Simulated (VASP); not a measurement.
# RbBr (Fm-3m) in VASP: further runs, part 2 of 2

VASP 6.6.1. The steps go on from the part before.

**4. Single point, r2SCAN**

File INCAR:

```
PREC     = Accurate       # precision mode
ENCUT    = 300            # plane-wave cutoff, eV
EDIFF    = 1E-6           # SCF threshold, eV
ISMEAR   = 0              # smearing method
SIGMA    = 0.05           # smearing width, eV
LREAL    = False          # projectors in reciprocal space
LASPH    = True           # aspherical terms in the spheres
NELM     = 100            # most SCF steps
ALGO     = Normal         # electronic algorithm
ISIF     = 2              # what is computed and relaxed
LWAVE    = False          # write WAVECAR
LCHARG   = False          # write CHGCAR
METAGGA  = R2SCAN         # meta-GGA
LMIXTAU  = True         
NBANDS   = 15             # bands
ADDGRID  = False
```

File KPOINTS:

```
Automatic mesh
0
Gamma
  3 3 3
```

File POSCAR:

```
RbBr
1.0
    0.0000000000      3.4270000000      3.4270000000
    3.4270000000      0.0000000000      3.4270000000
    3.4270000000      3.4270000000      0.0000000000
Rb Br
1 1
Direct
   -0.0027730000      0.0260310000     -0.0127250000
    0.5081730000      0.5251300000      0.4723360000
```

Command:

```bash
$ cat potpaw_PBE.64/Rb_sv/POTCAR potpaw_PBE.64/Br/POTCAR > POTCAR
$ mpirun -np 1 vasp_std > vasp.out
```

It took 42 s on 1 thread of Intel Xeon Platinum 8375C at 2.90GHz (Ice Lake), shared host; peak memory 0.16 GiB.

The run converged, but some of its settings lie outside the range that counts as converged, so its numbers aren't taken as properties of the crystal.

Results:

- Free energy: -31.1446 eV
- Pressure: 0.5 GPa
- Largest force: 0.090 eV/Å
- Band gap on the k mesh: 4.97 eV, direct

Caveat: the k mesh is coarse (spacing up to 0.53 Å⁻¹), so the values aren't converged; the PAW data sets were made with another functional, which shifts forces and pressure a little.

**5. Single point, r2SCAN**

INCAR, as its differences from that of step 4:

```diff
@@ -1,3 +1,3 @@
 PREC     = Accurate       # precision mode
-ENCUT    = 300            # plane-wave cutoff, eV
+ENCUT    = 350            # plane-wave cutoff, eV
 EDIFF    = 1E-6           # SCF threshold, eV
```

KPOINTS is that of step 4.

File POSCAR:

```
RbBr
1.0
    0.0000000000      3.4270000000      3.4270000000
    3.4270000000      0.0000000000      3.4270000000
    3.4270000000      3.4270000000      0.0000000000
Rb Br
1 1
Direct
    0.0000000000      0.0000000000      0.0000000000
    0.5000000000      0.5000000000      0.5000000000
```

Potentials or basis: VASP PAW PBE potentials, release 64 (Rb_sv, Br).

Command:

```bash
$ cat potpaw_PBE.64/Rb_sv/POTCAR potpaw_PBE.64/Br/POTCAR > POTCAR
$ mpirun -np 1 vasp_std > vasp.out
```

OUTCAR:

```text
PREC = Accurate
   ENCUT = 350
   EDIFF = 1E-6
   ISMEAR = 0
   LREAL = False
   LASPH = True
   NELM = 100
   ISIF = 2
   METAGGA = R2SCAN

 Found      4 irreducible k-points:

 Following reciprocal coordinates:
            Coordinates               Weight
  0.000000  0.000000  0.000000      1.000000
  0.333333  0.000000  0.000000      8.000000
  0.333333  0.333333  0.000000      6.000000
 -0.333333  0.333333  0.000000     12.000000
   k-points           NKPTS =      4   k-points in BZ     NKDIM =      4   number of bands    NBANDS=     15
   number of dos      NEDOS =    301   number of ions     NIONS =      2
   total plane-waves  NPLWV =  27000
   dimension x,y,z NGX =    30 NGY =   30 NGZ =   30
   dimension x,y,z NGXF=    60 NGYF=   60 NGZF=   60
   ions per type =               1   1
   NGX,Y,Z   is equivalent  to a cutoff of  10.29, 10.29, 10.29 a.u.
   NGXF,Y,Z  is equivalent  to a cutoff of  20.58, 20.58, 20.58 a.u.
 SYSTEM =  unknown system
   PREC   = accura    normal or accurate (medium, high low for compatibility)
   ISTART =      0    job   : 0-new  1-cont  2-samecut
   ICHARG =      2    charge: 1-file 2-atom 10-const
   ISPIN  =      1    spin polarized calculation?
   LNONCOLLINEAR =      F non collinear calculations
   LSORBIT =      F    spin-orbit coupling
   LASPH  =      T    aspherical Exc in radial PAW
   ENCUT  =  350.0 eV  25.72 Ry    5.07 a.u.   7.39  7.39  7.39*2*pi/ulx,y,z
   NELM   =    100;   NELMIN=  2; NELMDL= -5     # of ELM steps
   EDIFF  = 0.1E-05   stopping-criterion for ELM
   LREAL  =      F    real-space projection
   EDIFFG = 0.1E-04   stopping-criterion for IOM
   NSW    =      0    number of steps for IOM
   IBRION =     -1    ionic relax: 0-MD 1-quasi-New 2-CG
   NFREE  =      0    steps in history (QN), initial steepest desc. (CG)
   ISIF   =      2    stress and relaxation
   ISYM   =      2    0-nonsym 1-usesym 2-fastsym
   POTIM  = 0.5000    time-step for ionic-motion
   TEBEG  =    0.0;   TEEND  =   0.0 temperature during run
   PSTRESS=    0.0 pullay stress
   NELECT =      16.0000    total number of electrons
   NUPDOWN=      -1.0000    fix difference up-down
   EMIN   =  10.00;   EMAX   =-10.00  energy-range for DOS
   EFERMI =   0.00;   METHOD = LEGACY
   ISMEAR =     0;   SIGMA  =   0.05  broadening in eV -4-tet -1-fermi 0-gaus
   EFERMI_NEDOS =   21; number of points for ismear=-14 and -15
   IALGO  =     38    algorithm
   IMIX   =      4    mixing-type and parameters
     AMIX     =   0.40;   BMIX     =  1.00
     AMIX_MAG =   1.60;   BMIX_MAG =  1.00
[... 19 lines left out ...]

 Free energy of the ion-electron system (eV)
  ---------------------------------------------------
  ext. energy  EPLUGINS =         0.00000000
  ---------------------------------------------------
  free energy    TOTEN  =       -31.14800670 eV

  energy without entropy =      -31.14800670  energy(sigma->0) =      -31.14800670

 E-fermi :  -1.8779     XC(G=0):  -7.6305

 val. band max:       -2.1551843377   @ k =   0.0000   0.0000   0.0000
 cond. band min:       2.8124022968   @ k =   0.0000   0.0000   0.0000
 fundamental gap:      4.9675866345
 Fermi energy:        -1.8778611604

 k-point     1 :       0.0000    0.0000    0.0000
  band No.  band energies     occupation
      1     -27.3136      2.00000
      2     -14.7686      2.00000
      3     -10.8430      2.00000
      4     -10.8430      2.00000
      5     -10.8430      2.00000
      6      -2.1552      2.00000
      7      -2.1552      2.00000
      8      -2.1552      2.00000
      9       2.8124      0.00000
     10       5.7225      0.00000
     11       5.7225      0.00000
     12       5.7225      0.00000
     13       6.7920      0.00000
     14       6.7920      0.00000
[... 41 lines left out ...]
      2     -14.7591      2.00000
      3     -10.9717      2.00000
      4     -10.8752      2.00000
      5     -10.8458      2.00000
      6      -2.7859      2.00000
      7      -2.5253      2.00000
      8      -2.4626      2.00000
      9       5.0914      0.00000
     10       6.0967      0.00000
     11       7.1939      0.00000
     12       7.4773      0.00000
     13       8.1096      0.00000
     14       9.2529      0.00000
     15      10.2809      0.00000

------------------------ aborting loop because EDIFF is reached ----------------------------------------

  FORCE on cell =-STRESS in cart. coord.  units (eV):
  Direction    XX          YY          ZZ          XY          YZ          ZX
  --------------------------------------------------------------------------------------
  -------------------------------------------------------------------------------------
  Total        0.2458891      0.2458891      0.2458891     -0.0000000     -0.0000000     -0.0000000
  in kB        4.8941535      4.8941535      4.8941535     -0.0000000     -0.0000000     -0.0000000
  external PRESSURE =       4.8941535 kB  Pullay stress =       0.0000000 kB

 VOLUME and BASIS-vectors are now :
 -----------------------------------------------------------------------------
  energy-cutoff  :      350.00
  volume of cell :       80.50
      direct lattice vectors                 reciprocal lattice vectors
     0.000000000  3.427000000  3.427000000    -0.145900204  0.145900204  0.145900204
     3.427000000  0.000000000  3.427000000     0.145900204 -0.145900204  0.145900204
     3.427000000  3.427000000  0.000000000     0.145900204  0.145900204 -0.145900204

 POSITION                                       TOTAL-FORCE (eV/Angst)
 -----------------------------------------------------------------------------------
      0.00000      0.00000      0.00000        -0.000000     -0.000000     -0.000000
      3.42700      3.42700      3.42700         0.000000      0.000000      0.000000
 -----------------------------------------------------------------------------------
    total drift:                                0.000000      0.000000      0.000000

  FREE ENERGIE OF THE ION-ELECTRON SYSTEM (eV)
  ---------------------------------------------------
  free  energy   TOTEN  =       -31.1480066990 eV

  energy  without entropy=      -31.1480066990  energy(sigma->0) =      -31.14800670
```

OSZICAR:

```text
N       E                     dE             d eps       ncg     rms          rms(c)
DAV:   1     0.311775653495E+02    0.31178E+02   -0.52108E+03   120   0.670E+02
DAV:   2    -0.317371198979E+02   -0.62915E+02   -0.55690E+02   185   0.146E+02
DAV:   3    -0.355675294000E+02   -0.38304E+01   -0.38140E+01   155   0.345E+01
[... 12 lines left out ...]
DAV:  16    -0.311479873851E+02   -0.12228E-03   -0.11556E-04   127   0.943E-02    0.478E-03
DAV:  17    -0.311480043520E+02   -0.16967E-04   -0.83365E-06   141   0.256E-02    0.375E-03
DAV:  18    -0.311479936620E+02    0.10690E-04   -0.73619E-06   127   0.265E-02    0.201E-03
DAV:  19    -0.311480070225E+02   -0.13361E-04   -0.24050E-06   134   0.144E-02    0.678E-04
DAV:  20    -0.311480066990E+02    0.32355E-06   -0.72413E-08   102   0.238E-03
   1 F= -.31148007E+02 E0= -.31148007E+02  d E =-.136687E-15
```

It took 26 s on 1 thread of Intel Xeon Platinum 8375C at 2.90GHz (Ice Lake), shared host; peak memory 0.16 GiB.

The run converged, but some of its settings lie outside the range that counts as converged, so its numbers aren't taken as properties of the crystal.

Results:

```
Free energy            : -31.1480 eV
Pressure               : 0.5 GPa
Band gap on the k mesh : 4.97 eV, direct
```

Caveat: the k mesh is coarse (spacing up to 0.53 Å⁻¹), so the values aren't converged; the PAW data sets were made with another functional, which shifts forces and pressure a little.

**6. For comparison**

An earlier run on the cell as given: functional PBE; potentials or basis VASP PAW PBE potentials, release 64 (Rb_sv, Br); cutoff 520 eV; k mesh 7 × 7 × 7; occupations fermi-dirac, width 0.05 eV; no spin polarisation.

* Pressure: 1.0 GPa
* Band gap on the k mesh: 4.36 eV, direct
